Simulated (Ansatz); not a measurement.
# Ga3Sb: a trial structure relaxed, part 2 of 2

The task: take a trial cell of Ga3Sb to zero force and stress.

Ansatz 0.2.0; DFT PBE, scalar-relativistic, plane waves, PAW. Earlier steps stand in the parts before.

### Step 4. Another rough relaxation

The end of the coarse run is made exact in the group found at a tolerance of 0.06 Å and reduced to its primitive cell.

The input, input.yaml:

```yaml
crystal:
  lattice:
    - [3.8771394594, 0.0, 0.0]
    - [-1.9385697297, 3.3577012659, 0.0]
    - [0.0, 0.0, 6.9530823032]
  atoms:
    - { symbol: Ga, position: [0.3333333333, 0.6666666667, 0.2239925671] }
    - { symbol: Ga, position: [0.6666666667, 0.3333333333, 0.7760074329] }
    - { symbol: Ga, position: [0.0, 0.0, 0.0] }
    - { symbol: Sb, position: [0.0, 0.0, 0.5] }
basis:
  ecutwfc: 420
kpoints:
  mp_grid: { grid: [6, 6, 4] }
hamiltonian:
  xc: pbe
scf:
  occupations: { method: gaussian, width: 0.1 }
  lower_state_search: "off"
output:
  forces: true
  stress: true
  eigenvalues: true
relax:
  adjacent_minimum: "off"
  f_tol: 0.04
  max_steps: 70
  cell: { stress_tol: 0.4 }
```

Launch:

```console
> ansatz run input.yaml --threads 1 --pin off --max-ram 2560MiB --backend cpu --events-out ev --progress --plain --runs-dir out
```

What it wrote, cut to the lines that bear on the results:

```text
Warning: RAYON_NUM_THREADS=1 ignored (pool sized by the plan → 1); use --threads N
[...]
Pseudopotentials: kind: paw
Pseudopotential: Ga, paw, valence charge 13, recommended cutoff 420 eV (normal), Ga.paw.azcp
Pseudopotential: Sb, paw, valence charge 15, recommended cutoff 420 eV (normal), Sb.paw.azcp
Functional definition: PBE
[...]
Crystal: 4 atoms, lattice volume = 90.517 Å³
Basis set: ecut = 420 eV, 1787 PW (Γ), exchange–correlation on 54×54×96 points (8 copies of the dense FFT grid, shifted against one another)
Bands: 33, of which v1, the nominal top of the filled ones, is band 27 counted from 1 (26 counted from 0)
Symmetry: 12 space group operations
Space group: P-3m1 (ITA 164), of the structure as read, at distance tolerance 4.5e-5 Å
k-points: 24 of 144
[...]
SCF iter   1: F=—  HF=-17833.192820 eV  |F-HF|=—  |Δ(HF+E_count)|=         —  Δρ=1.57e-3  dr2=3.11e-3  ethr=1.77e-3  ⟨swp⟩=6.2  Hψ=3198  notcnv=0  defer=1
[...]
        0.005195       0.000000       0.000000
        0.000000       0.005195       0.000000
        0.000000       0.000000       0.169930
  P = ⅓ Tr σ = 0.0601 GPa (0.601 kbar)
--- Band table (eV; the first three rows and the last of 24) ---
[...]
--- Relaxed structure (2 steps of the walk, 2 accepted, 1 SCFs on fresh bases) ---
  F+E_penalty+E_count = -17833.19229058 eV   max|allowed force component| = 3.706e-3 eV/Å   (the final SCF, on the basis selected at the relaxed cell)
  cell:  # Å, volume = 91.0320 Å³
    - [3.888761823211976, -3.547864393429249e-33, 1.1550029832724561e-18]
    - [-1.944380911605988, 3.367766528168661, -5.775014916362273e-19]
    - [2.0713288462222293e-18, 9.543863479607825e-33, 6.950896166016291]
  atoms:
    - { symbol: Ga, position: [0.3333333333333333, 0.6666666666666667, 0.22614678933496674] }
    - { symbol: Ga, position: [0.6666666666666667, 0.3333333333333333, 0.7738532106650333] }
    - { symbol: Ga, position: [-6.121771084411349e-35, -2.3899410537690457e-36, 6.23724630434203e-20] }
    - { symbol: Sb, position: [4.81482486096809e-35, 7.169823161307198e-36, 0.5] }
```

Run time: 16 s. Hardware: 1 thread of Arm Neoverse V1, shared host; peak memory 0.38 GiB.

Relaxation path:

| step | E - E(step 1) (eV/cell) | largest force component (eV/Å) | pressure (GPa) | volume (Å³) |
| --- | --- | --- | --- | --- |
| 1 | 0.0000 | 0.0658 | 0.26 | 90.52 |
| 2 | -0.0014 | 0.0037 | 0.06 | 91.03 |
| 3 | -0.0015 | 0.0037 | 0.06 | 91.03 |

Step 1 is the start. Step 3 repeats the geometry before it on a plane-wave basis chosen anew for that cell, so its energy need not be comparable with the rows above.

|  | before | after | change |
| --- | --- | --- | --- |
| a (Å) | 3.877 | 3.889 | +0.3 % |
| b (Å) | 3.877 | 3.889 | +0.3 % |
| c (Å) | 6.953 | 6.951 | 0.0 % |
| volume (Å³/atom) | 22.63 | 22.76 | +0.6 % |
| shortest distance (Å) | 2.727 | 2.741 | +0.5 % |
| space group (0.01 Å) | P-3m1 | P-3m1 | same |

Forces and stress were held to the start's 12 operations: a distortion of lower symmetry was not tested.

### Step 5. Relaxation on the finer mesh

The end of the coarse run is made exact in the group found at a tolerance of 0.06 Å and reduced to its primitive cell.

The input, input.yaml:

```yaml
crystal:
  lattice:
    - [3.8887618232, 0.0, 0.0]
    - [-1.9443809116, 3.3677665282, 0.0]
    - [0.0, 0.0, 6.950896166]
  atoms:
    - { symbol: Ga, position: [0.3333333333, 0.6666666667, 0.2261467893] }
    - { symbol: Ga, position: [0.6666666667, 0.3333333333, 0.7738532107] }
    - { symbol: Ga, position: [0.0, 0.0, 0.0] }
    - { symbol: Sb, position: [0.0, 0.0, 0.5] }
basis:
  ecutwfc: 420
kpoints:
  mp_grid: { grid: [12, 12, 8] }
hamiltonian:
  xc: pbe
scf:
  occupations: { method: gaussian, width: 0.1 }
output:
  forces: true
  stress: true
  eigenvalues: true
relax:
  adjacent_minimum: "off"
  f_tol: 0.01
  max_steps: 80
  cell: { stress_tol: 0.05 }
```

Launch:

```console
> ansatz run input.yaml --threads 1 --pin off --max-ram 2560MiB --backend cpu --events-out ev --progress --plain --runs-dir out
```

What it wrote:

```text
Warning: RAYON_NUM_THREADS=1 ignored (pool sized by the plan → 1); use --threads N
Engine: ansatz 0.2.0, aarch64-unknown-linux-gnu
Pseudopotentials: kind: paw
Pseudopotential: Ga, paw, valence charge 13, recommended cutoff 420 eV (normal), Ga.paw.azcp
Pseudopotential: Sb, paw, valence charge 15, recommended cutoff 420 eV (normal), Sb.paw.azcp
Functional definition: PBE
  parameter kappa = 0.804
  parameter beta = 0.06672455060314922
  exchange = pbe_x(kappa = kappa, mu = beta*pi^2/3)
  correlation = pbe_c(beta = beta)
Crystal: 4 atoms, lattice volume = 91.032 Å³
Basis set: ecut = 420 eV, 1787 PW (Γ), exchange–correlation on 54×54×96 points (8 copies of the dense FFT grid, shifted against one another)
Bands: 33, of which v1, the nominal top of the filled ones, is band 27 counted from 1 (26 counted from 0)
Symmetry: 12 space group operations
Space group: P-3m1 (ITA 164), of the structure as read, at distance tolerance 4.5e-5 Å
k-points: 131 of 1152
Non-local potential: Ga, projectors of the file, l = 0: 2, l = 1: 2, l = 2: 3, l = 3: 1
Non-local potential: Sb, projectors of the file, l = 0: 2, l = 1: 2, l = 2: 2, l = 3: 2
PAW form: soft (Blöchl's): semilocal exchange-correlation on the pseudo side does not see the compensation charge
PAW one-centre angular grid: Ga, 590 points (default); XC on 64 Gauss nodes
PAW one-centre angular grid: Sb, 590 points (default); XC on 64 Gauss nodes
Initial density: superposition of atomic densities (neutral atoms: chi_scale 0, normalization atom), corrected by the library's trained network
Initial wavefunctions: pseudopotential atomic-orbital guess
Functional: x = pbe(κ = 0.804, μ = 0.2195149727645171), c = pbe(β = 0.06672455060314922)
SCF iter   1: F=—  HF=-17833.175492 eV  |F-HF|=—  |Δ(HF+E_count)|=         —  Δρ=1.41e-3  dr2=5.12e-3  ethr=1.77e-3  ⟨swp⟩=6.3  Hψ=17517  notcnv=0  defer=1
preconditioner: auto → Kerker (q_TF=auto, 2.501 Å⁻¹)  [metal: Δε(μ)=0.010 eV  Ē_g=14.683 eV  σ=0.100 eV  W_gap=0.05  n_scr=22 (ndim 8)  ℏωp=25.8 eV  f_vac=0.000  D(μ)=2.27/eV (n_scr^D=22)]
SCF iter   2: F=—  HF=-17833.173361 eV  |F-HF|=—  |Δ(HF+E_count)|=   2.13e-3  Δρ=9.29e-4  dr2=2.58e-3  ethr=9.47e-6  ⟨swp⟩=2.6  Hψ=8182  notcnv=0  defer=1
SCF iter   3: F=—  HF=-17833.173485 eV  |F-HF|=—  |Δ(HF+E_count)|=   1.25e-4  Δρ=6.34e-4  dr2=4.76e-4  ethr=4.77e-6  ⟨swp⟩=2.1  Hψ=7117  notcnv=0  defer=1
SCF iter   4: F=—  HF=-17833.173233 eV  |F-HF|=—  |Δ(HF+E_count)|=   2.53e-4  Δρ=2.63e-4  dr2=5.22e-5  ethr=8.81e-7  ⟨swp⟩=2.0  Hψ=6939  notcnv=0  defer=1
SCF iter   5: F=—  HF=-17833.173221 eV  |F-HF|=—  |Δ(HF+E_count)|=   1.19e-5  Δρ=1.59e-4  dr2=1.81e-5  ethr=9.67e-8  ⟨swp⟩=2.0  Hψ=7307  notcnv=0  defer=1
SCF iter   6: F=—  HF=-17833.173228 eV  |F-HF|=—  |Δ(HF+E_count)|=   7.28e-6  Δρ=5.62e-5  dr2=2.76e-6  ethr=3.35e-8  ⟨swp⟩=2.0  Hψ=7665  notcnv=0  defer=1
SCF iter   7: F=—  HF=-17833.173228 eV  |F-HF|=—  |Δ(HF+E_count)|=   2.72e-7  Δρ=3.13e-5  dr2=5.08e-7  ethr=5.10e-9  ⟨swp⟩=2.2  Hψ=7556  notcnv=0  defer=1
SCF iter   8: F=—  HF=-17833.173228 eV  |F-HF|=—  |Δ(HF+E_count)|=   8.89e-8  Δρ=1.58e-5  dr2=1.31e-7  ethr=9.41e-10  ⟨swp⟩=2.0  Hψ=7662  notcnv=0  defer=1
SCF iter   9: F=-17833.173228 eV  HF=-17833.173228 eV  |F-HF|=2.10e-8  |Δ(HF+E_count)|=   3.86e-8  Δρ=5.70e-6  dr2=1.88e-8  ethr=1.85e-10  ⟨swp⟩=7.6  Hψ=17505  notcnv=0
SCF 1 converged in 9 iterations: F = -17833.173228 eV  dr2 = 1.88e-8
relax step   1: F+E_penalty+E_count = -17833.17322786 eV  Δ(F+E_penalty+E_count) = +0.000e0 eV  max|allowed force component| = 1.820e-1 eV/Å  Δτ_max = 0.0000 Å  P = +0.148 GPa  Ω = 91.032 Å³  (9 SCF iters, dr2 threshold 1.00e-7 eV, accepted)
Crystal: 4 atoms, lattice volume = 91.668 Å³
Initial density: handed on by an earlier stage of this run
Initial wavefunctions: those handed on with the density
iter 1 solved again at ethr=5.70e-5 eV; its pass at ethr=3.10e-3 eV (dr2=3.08e-2 eV) is discarded
SCF iter   1: F=—  HF=-17833.247185 eV  |F-HF|=—  |Δ(HF+E_count)|=         —  Δρ=3.35e-3  dr2=3.06e-2  ethr=5.70e-5  ⟨swp⟩=2.0  Hψ=24818  notcnv=0
preconditioner: auto → Kerker (q_TF=auto, 2.498 Å⁻¹)  [metal: Δε(μ)=0.004 eV  Ē_g=14.694 eV  σ=0.100 eV  W_gap=0.02  n_scr=22 (ndim 8)  ℏωp=25.7 eV  f_vac=0.001  D(μ)=2.11/eV (n_scr^D=10)]
SCF iter   2: F=—  HF=-17833.244543 eV  |F-HF|=—  |Δ(HF+E_count)|=   2.64e-3  Δρ=1.97e-3  dr2=1.25e-2  ethr=5.67e-5  ⟨swp⟩=1.0  Hψ=4325  notcnv=0
SCF iter   3: F=—  HF=-17833.242977 eV  |F-HF|=—  |Δ(HF+E_count)|=   1.57e-3  Δρ=3.56e-4  dr2=9.71e-5  ethr=2.31e-5  ⟨swp⟩=1.9  Hψ=4700  notcnv=0
SCF iter   4: F=—  HF=-17833.243073 eV  |F-HF|=—  |Δ(HF+E_count)|=   9.62e-5  Δρ=1.81e-4  dr2=3.04e-5  ethr=1.80e-7  ⟨swp⟩=2.0  Hψ=7685  notcnv=0
SCF iter   5: F=—  HF=-17833.243065 eV  |F-HF|=—  |Δ(HF+E_count)|=   7.55e-6  Δρ=7.89e-5  dr2=1.28e-5  ethr=5.63e-8  ⟨swp⟩=2.0  Hψ=7099  notcnv=0
SCF iter   6: F=—  HF=-17833.243064 eV  |F-HF|=—  |Δ(HF+E_count)|=   8.93e-7  Δρ=3.64e-5  dr2=9.84e-7  ethr=2.38e-8  ⟨swp⟩=2.0  Hψ=7159  notcnv=0
SCF iter   7: F=-17833.243065 eV  HF=-17833.243065 eV  |F-HF|=7.29e-8  |Δ(HF+E_count)|=   1.76e-7  Δρ=1.13e-5  dr2=1.66e-7  ethr=7.41e-10  ⟨swp⟩=7.3  Hψ=22150  notcnv=0
SCF 2 converged in 7 iterations: F = -17833.243065 eV  dr2 = 1.66e-7
relax step   2: F+E_penalty+E_count = -17833.24306466 eV  Δ(F+E_penalty+E_count) = -6.984e-2 eV  max|allowed force component| = 6.155e-2 eV/Å  Δτ_max = 0.0394 Å  P = +0.312 GPa  Ω = 91.668 Å³  energy of the carried Pulay correction = -1.567e-4 eV  (7 SCF iters, dr2 threshold 4.00e-7 eV, accepted)
Crystal: 4 atoms, lattice volume = 93.366 Å³
Basis set: ecut = 420 eV, 1797 PW (Γ), exchange–correlation on 54×54×96 points (8 copies of the dense FFT grid, shifted against one another)
iter 1 solved again at ethr=1.71e-5 eV; its pass at ethr=3.10e-3 eV (dr2=9.23e-3 eV) is discarded
SCF iter   1: F=—  HF=-17833.312907 eV  |F-HF|=—  |Δ(HF+E_count)|=         —  Δρ=2.54e-3  dr2=9.24e-3  ethr=1.71e-5  ⟨swp⟩=2.1  Hψ=32829  notcnv=0
preconditioner: auto → Kerker (q_TF=auto, 2.490 Å⁻¹)  [metal: Δε(μ)=0.011 eV  Ē_g=14.675 eV  σ=0.100 eV  W_gap=0.06  n_scr=22 (ndim 8)  ℏωp=25.5 eV  f_vac=0.010  D(μ)=1.94/eV (n_scr^D=8)]
SCF iter   2: F=—  HF=-17833.312435 eV  |F-HF|=—  |Δ(HF+E_count)|=   4.72e-4  Δρ=1.61e-3  dr2=3.86e-3  ethr=1.71e-5  ⟨swp⟩=1.0  Hψ=4323  notcnv=0
SCF iter   3: F=—  HF=-17833.312266 eV  |F-HF|=—  |Δ(HF+E_count)|=   1.69e-4  Δρ=2.32e-4  dr2=9.56e-5  ethr=7.14e-6  ⟨swp⟩=2.1  Hψ=5375  notcnv=0
SCF iter   4: F=—  HF=-17833.312300 eV  |F-HF|=—  |Δ(HF+E_count)|=   3.45e-5  Δρ=1.83e-4  dr2=2.82e-5  ethr=1.77e-7  ⟨swp⟩=3.1  Hψ=9868  notcnv=0
SCF iter   5: F=—  HF=-17833.312296 eV  |F-HF|=—  |Δ(HF+E_count)|=   4.31e-6  Δρ=7.03e-5  dr2=8.13e-6  ethr=5.23e-8  ⟨swp⟩=2.2  Hψ=7757  notcnv=0
SCF iter   6: F=—  HF=-17833.312298 eV  |F-HF|=—  |Δ(HF+E_count)|=   1.95e-6  Δρ=2.84e-5  dr2=1.15e-6  ethr=1.50e-8  ⟨swp⟩=2.8  Hψ=6914  notcnv=0
SCF iter   7: F=-17833.312299 eV  HF=-17833.312299 eV  |F-HF|=2.49e-7  |Δ(HF+E_count)|=   8.30e-7  Δρ=1.47e-5  dr2=2.36e-7  ethr=7.41e-10  ⟨swp⟩=8.7  Hψ=24124  notcnv=0
SCF 3 converged in 7 iterations: F = -17833.312299 eV  dr2 = 2.36e-7
relax step   3: F+E_penalty+E_count = -17833.31229855 eV  Δ(F+E_penalty+E_count) = -6.923e-2 eV  max|allowed force component| = 1.519e-2 eV/Å  Δτ_max = 0.0019 Å  P = -0.150 GPa  Ω = 93.366 Å³  energy of the carried Pulay correction = -5.698e-4 eV  (7 SCF iters, dr2 threshold 4.00e-7 eV, accepted)
[... 10 lines left out ...]
relax step   4: F+E_penalty+E_count = -17833.32622048 eV  Δ(F+E_penalty+E_count) = -1.392e-2 eV  max|allowed force component| = 1.968e-1 eV/Å  Δτ_max = 0.0195 Å  P = +0.574 GPa  Ω = 92.352 Å³  energy of the carried Pulay correction = -3.240e-4 eV  (5 SCF iters, dr2 threshold 4.00e-7 eV, accepted)
[... 10 lines left out ...]
relax step   5: F+E_penalty+E_count = -17833.33471699 eV  Δ(F+E_penalty+E_count) = -8.497e-3 eV  max|allowed force component| = 3.219e-2 eV/Å  Δτ_max = 0.0371 Å  P = -0.672 GPa  Ω = 94.257 Å³  energy of the carried Pulay correction = -7.838e-4 eV  (5 SCF iters, dr2 threshold 4.00e-7 eV, accepted)
[... 10 lines left out ...]
relax step   6: F+E_penalty+E_count = -17833.33927068 eV  Δ(F+E_penalty+E_count) = -4.554e-3 eV  max|allowed force component| = 4.291e-3 eV/Å  Δτ_max = 0.0244 Å  P = -0.165 GPa  Ω = 93.021 Å³  energy of the carried Pulay correction = -4.866e-4 eV  (5 SCF iters, dr2 threshold 4.00e-7 eV, accepted)
[... 10 lines left out ...]
relax step   7: F+E_penalty+E_count = -17833.33956237 eV  Δ(F+E_penalty+E_count) = -2.917e-4 eV  max|allowed force component| = 1.781e-3 eV/Å  Δτ_max = 0.0051 Å  P = +0.013 GPa  Ω = 92.638 Å³  energy of the carried Pulay correction = -3.936e-4 eV  (5 SCF iters, dr2 threshold 8.53e-8 eV, accepted)
[... 13 lines left out ...]
relax step   8: F+E_penalty+E_count = -17833.34116623 eV  Δ(F+E_penalty+E_count) = -1.604e-3 eV  max|allowed force component| = 1.956e-3 eV/Å  Δτ_max = 0.0000 Å  P = +0.059 GPa  Ω = 92.638 Å³  stress off target by 8.82e-2 GPa  SCF on the basis re-selected at this cell (its energy is not comparable with the rows above)  (8 SCF iters)
[... 9 lines left out ...]
relax step   9: F+E_penalty+E_count = -17833.34116256 eV  Δ(F+E_penalty+E_count) = +3.665e-6 eV  max|allowed force component| = 2.666e-3 eV/Å  Δτ_max = 0.0014 Å  P = -0.005 GPa  Ω = 92.799 Å³  energy of the carried Pulay correction = -4.164e-5 eV  (4 SCF iters, dr2 threshold 1.95e-8 eV, accepted)
iter 1 solved again at ethr=1.74e-7 eV; its pass at ethr=3.10e-3 eV (dr2=9.37e-5 eV) is discarded
SCF iter   1: F=—  HF=-17833.341019 eV  |F-HF|=—  |Δ(HF+E_count)|=         —  Δρ=1.28e-4  dr2=3.27e-7  ethr=1.74e-7  ⟨swp⟩=3.3  Hψ=29473  notcnv=0
SCF iter   2: F=—  HF=-17833.341207 eV  |F-HF|=—  |Δ(HF+E_count)|=   1.88e-4  Δρ=3.40e-6  dr2=1.52e-8  ethr=6.05e-10  ⟨swp⟩=2.7  Hψ=7890  notcnv=0
SCF iter   3: F=—  HF=-17833.341207 eV  |F-HF|=—  |Δ(HF+E_count)|=   3.00e-9  Δρ=3.69e-6  dr2=1.16e-8  ethr=2.82e-11  ⟨swp⟩=2.0  Hψ=7863  notcnv=0
SCF iter   4: F=—  HF=-17833.341207 eV  |F-HF|=—  |Δ(HF+E_count)|=   8.11e-9  Δρ=6.84e-7  dr2=2.65e-10  ethr=2.14e-11  ⟨swp⟩=2.0  Hψ=7190  notcnv=0
SCF iter   5: F=-17833.341207 eV  HF=-17833.341207 eV  |F-HF|=2.91e-11  |Δ(HF+E_count)|=  1.96e-10  Δρ=1.38e-7  dr2=3.31e-11  ethr=1.00e-12  ⟨swp⟩=5.3  Hψ=18521  notcnv=0
SCF 10 converged in 5 iterations: F = -17833.341207 eV  dr2 = 3.31e-11
relax step  10: F+E_penalty+E_count = -17833.34120729 eV  Δ(F+E_penalty+E_count) = -4.473e-5 eV  max|allowed force component| = 2.639e-3 eV/Å  Δτ_max = 0.0000 Å  P = -0.006 GPa  Ω = 92.799 Å³  stress off target by 3.19e-2 GPa  SCF on the basis re-selected at this cell (its energy is not comparable with the rows above)  (5 SCF iters)
basis re-selected at this cell: Δ(F+E_penalty+E_count) = -4.473e-5 eV, ΔP = -0.001 GPa vs the last step (what re-selecting the basis moved, of the pressure what is left beyond the Pulay correction that the steps carried, after the strain that the cell walked since its last selection, with what the two solves' SCF thresholds leave and, on support functions, any second-order correction that the steps lacked; it is no measure of the basis error at this ecutwfc). This SCF's stress stands 3.19e-2 GPa from its target on what of the cell is left free (relax.cell.stress_tol is 5.00e-2 GPa) and its largest allowed force component is 2.64e-3 eV/Å (relax.f_tol is 1.00e-2 eV/Å): within both
SCF converged after 5 iterations
Free energy (F): -17833.341207 eV
Harris-Foulkes:  -17833.341207 eV  (|F-HF|=2.91e-11)
Internal energy: -17833.335592 eV  (E = F + TS)
E sigma→0 (E₀):  -17833.338400 eV
Entropy (-TS):   -0.005615 eV (-1.404 meV/atom)
Fermi energy:    8.775247 eV
--- Per-component energies (eV) ---
  E_band       = -324.409680
  E_kinetic    = 550.225314
  E_local      = -7395.846315  (includes V_loc(G=0)·N_el)
  E_nonlocal   = 1629.042474
  E_hartree    = 3437.167397
  E_xc         = -345.848846
  E_vxc        = -269.716039  (∫ρ·V_xc dr)
  E_paw        = -10532.560866  (= ΣΔE_a)
  E_vpaw       = -1712.449886  (= ΣTr[D̂ρ^β])
  E_aug_tail   = -0.000343  (compensation charges beyond the density's cutoff)
  E_ewald      = -5175.514408
  E_smearing   = -0.005615  (= −TS)
  E_closure    = 0.000000  (closes the sum)
  Σ components = -17833.341207   (vs F -17833.341207, Δ=0.00e0)
--- Forces (eV/Å), atoms counted from 1 ---
  atom   1  Ga     0.00000000     0.00000000     0.00263859
  atom   2  Ga    -0.00000000    -0.00000000    -0.00263859
  atom   3  Ga    -0.00000000     0.00000000     0.00000000
  atom   4  Sb     0.00000000    -0.00000000     0.00000000
  max |Σ_I F_I| component: 4.63e-17 eV/Å
--- Stress (GPa, compression-positive) ---
       -0.024228      -0.000000      -0.000000
       -0.000000      -0.024228       0.000000
        0.000000       0.000000       0.031907
  P = ⅓ Tr σ = -0.0055 GPa (-0.055 kbar)
--- Band table (eV; the first three rows and the last of 131) ---
  k-point 0: bands = ["-20.1815", "-20.1616", "-20.1616", "-20.1147", "-20.1147", "-6.2425", "-6.2425", "-6.1451", "-6.1451", "-6.1301", "-6.0450", "-6.0450", "-6.0343", "-6.0159", "-6.0159", "-5.9689", "-5.9186", "-5.9186", "-5.8463", "-5.8463", "-2.5892", "1.4966", "2.0744", "8.2443", "8.2443", "8.5775", "10.4234", "10.7006", "10.7006", "11.7309", "11.7309", "12.5887", "13.4206"]
  k-point 1: bands = ["-20.1815", "-20.1616", "-20.1616", "-20.1147", "-20.1147", "-6.2422", "-6.2422", "-6.1461", "-6.1461", "-6.1302", "-6.0452", "-6.0452", "-6.0340", "-6.0153", "-6.0153", "-5.9683", "-5.9190", "-5.9190", "-5.8458", "-5.8458", "-2.5376", "0.8132", "2.8813", "8.2930", "8.2930", "8.5536", "10.2913", "10.6079", "10.6079", "11.7268", "11.7268", "12.0980", "13.4257"]
  k-point 2: bands = ["-20.1813", "-20.1616", "-20.1616", "-20.1147", "-20.1147", "-6.2414", "-6.2414", "-6.1484", "-6.1484", "-6.1302", "-6.0459", "-6.0459", "-6.0333", "-6.0135", "-6.0135", "-5.9668", "-5.9200", "-5.9200", "-5.8446", "-5.8446", "-2.3907", "0.0488", "4.0173", "8.3727", "8.4287", "8.4287", "9.9590", "10.3447", "10.3447", "11.2514", "11.7879", "11.7879", "13.4879"]
  k-point 130: bands = ["-20.1777", "-20.1633", "-20.1633", "-20.1113", "-20.1113", "-6.1845", "-6.1845", "-6.1484", "-6.0866", "-6.0866", "-6.0512", "-6.0491", "-6.0260", "-6.0216", "-6.0216", "-5.9697", "-5.9673", "-5.9673", "-5.9070", "-5.9070", "-0.3103", "2.0876", "2.7487", "2.7487", "5.0965", "5.0965", "9.5295", "9.9272", "11.8597", "11.8597", "12.0146", "12.0146", "15.0326"]
--- Relaxed structure (8 steps of the walk, 8 accepted, 2 SCFs on fresh bases) ---
  F+E_penalty+E_count = -17833.34120729 eV   max|allowed force component| = 2.639e-3 eV/Å   (the final SCF, on the basis selected at the relaxed cell)
  cell:  # Å, volume = 92.7995 Å³
    - [4.202157800560074, -1.3319168399569388e-33, -6.674617152702321e-18]
    - [-2.101078900280037, 3.639175405995967, 3.33730857635116e-18]
    - [-1.193042230027133e-17, 1.8053720417528774e-32, 6.068343188142799]
  atoms:
    - { symbol: Ga, position: [0.33333333333333326, 0.6666666666666666, 0.21949862386585256] }
    - { symbol: Ga, position: [0.6666666666666667, 0.33333333333333326, 0.7805013761341472] }
    - { symbol: Ga, position: [-1.007711418205283e-34, 1.6679587566797632e-35, -2.339702996403898e-20] }
    - { symbol: Sb, position: [5.7777898331617076e-34, -2.025378490254008e-34, 0.49999999999999994] }
```

Run time: 4.6 min. Hardware: 1 thread of Arm Neoverse V1, shared host; peak memory 0.57 GiB.

Relaxation path:

```
step  energy from step 1 (eV/cell)  largest force component (eV/Å)  pressure (GPa)  volume (Å³)
   1                        0.0000                          0.1820            0.15        91.03
   2                       -0.0698                          0.0616            0.31        91.67
   3                       -0.1391                          0.0152           -0.15        93.37
   4                       -0.1530                          0.1968            0.57        92.35
   5                       -0.1615                          0.0322           -0.67        94.26
   6                       -0.1660                          0.0043           -0.16        93.02
   7                       -0.1663                          0.0018            0.01        92.64
   8                       -0.1679                          0.0020            0.06        92.64
   9                       -0.1679                          0.0027            0.00        92.80
  10                       -0.1680                          0.0026           -0.01        92.80
```

Step 1 is the start. Steps 8, 10 each repeat the geometry before them on a plane-wave basis chosen anew, so the energy can jump there without any move.

|  | before | after | change |
| --- | --- | --- | --- |
| a (Å) | 3.889 | 4.202 | +8.1 % |
| b (Å) | 3.889 | 4.202 | +8.1 % |
| c (Å) | 6.951 | 6.068 | -12.7 % |
| volume (Å³/atom) | 22.76 | 23.20 | +1.9 % |
| shortest distance (Å) | 2.741 | 2.768 | +1.0 % |
| space group (0.01 Å) | P-3m1 | P-3m1 | same |

The run keeps the 12 symmetry operations of the start, so it could not have lowered the symmetry.

### Step 6. Results

The summary covers parts 1 to 2.

```
                              quantity                                                                       value
symmetry at the end (tolerance 0.05 Å)                                                 space group P-3m1 (No. 164)
                     conventional cell  a = 4.202 Å, b = 4.202 Å, c = 6.068 Å, α = 90.00°, β = 90.00°, γ = 120.00°
                                volume                                                               23.20 Å³/atom
              energy over the elements                                                               +0.05 eV/atom
                       gap on the mesh                                                                none (metal)
```

In words: The space group P-3m1 (No. 164) is kept, at nearly the size of the first guess. With a positive formation energy it can't be a ground state. No finished test with a distortion of lower symmetry is shown, so the end may be a saddle point. Spin-orbit coupling is left out for Sb.
